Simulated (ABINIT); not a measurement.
# MgB2: relaxation of cell and atoms with r2SCAN

Crystal: MgB2.

```xyz
3
Lattice="3.0850 0.0000 0.0000 -1.5425 2.6717 0.0000 0.0000 0.0000 3.5230" Properties=species:S:1:pos:R:3 pbc="T T T"
Mg    0.0000    0.0000    0.0000
B     1.5425    0.8906    1.7615
B     0.0000    1.7811    1.7615
```

```yaml
Program: ABINIT 10.8.3 (patched build)
Task: relaxation of cell and atoms
Functional: r2SCAN
Potentials_or_basis: JTH PAW PBE v2.0
Cutoff: 626 eV
k_mesh: 6 × 6 × 5
Occupations: fermi-dirac, width 0.05 eV
Spin: no spin polarisation
Cell_freedom_optcell: 2
Cutoff_smearing_ecutsm_Ha: 0.5
Optimiser_ionmov: 2
Force_stop_Ha/bohr: 5e-05
Fine-grid_cutoff: 1224.51 eV
```

```yaml
Relaxed_volume: 9.51 Å³/atom
Relaxed_cell: a = 3.090 Å, b = 3.090 Å, c = 3.450 Å, α = 90.00°, β = 90.00°, γ = 120.00°
Space_group_after_relaxing_to_0.05_Å: P6/mmm (No. 191)
Energy_gained_by_relaxing: 3.8 meV/atom
Ionic_steps: 5
Pressure_after_relaxing: 0.0 GPa
Band_gap_on_the_k_mesh: none (metal or under the smearing width)
```

The path:
```tsv
step	energy change (eV)	largest force (eV/Å)	pressure (GPa)	volume (Å³)
1	0.0000	0.0000	-1.65	29.04
2	-0.0051	0.0000	-1.16	28.89
3	-0.0107	0.0000	0.36	28.42
4	-0.0115	0.0000	-0.06	28.54
5	-0.0115	0.0000	-0.01	28.53
```

Final structure:
```
CELL_PARAMETERS angstrom
3.09012 0.00000 0.00000
-1.54506 2.67612 0.00000
0.00000 0.00000 3.44983
ATOMIC_POSITIONS crystal
Mg 0.00000 0.00000 0.00000
B 0.66667 0.33333 0.50000
B 0.33333 0.66667 0.50000
```

Levels at points of the mesh, in eV from the Fermi level:
```tsv
k point	band 6	band 7	band 8	band 9	band 10	band 11
(0.00, 0.00, 0.00)	-2.87	0.28	0.28	2.43	6.48	6.48
(0.50, 0.00, 0.00)	-8.37	-2.42	0.39	3.51	4.00	6.21
```

Run time: 2.4 min on 1 thread of Arm Neoverse V2 (shared host), peak memory 0.13 GiB.

Caveat: the k mesh is coarse (spacing up to 0.39 Å⁻¹), so the values aren't converged; the PAW data sets were made with another functional, which shifts forces and pressure a little; the atomic spheres overlap.
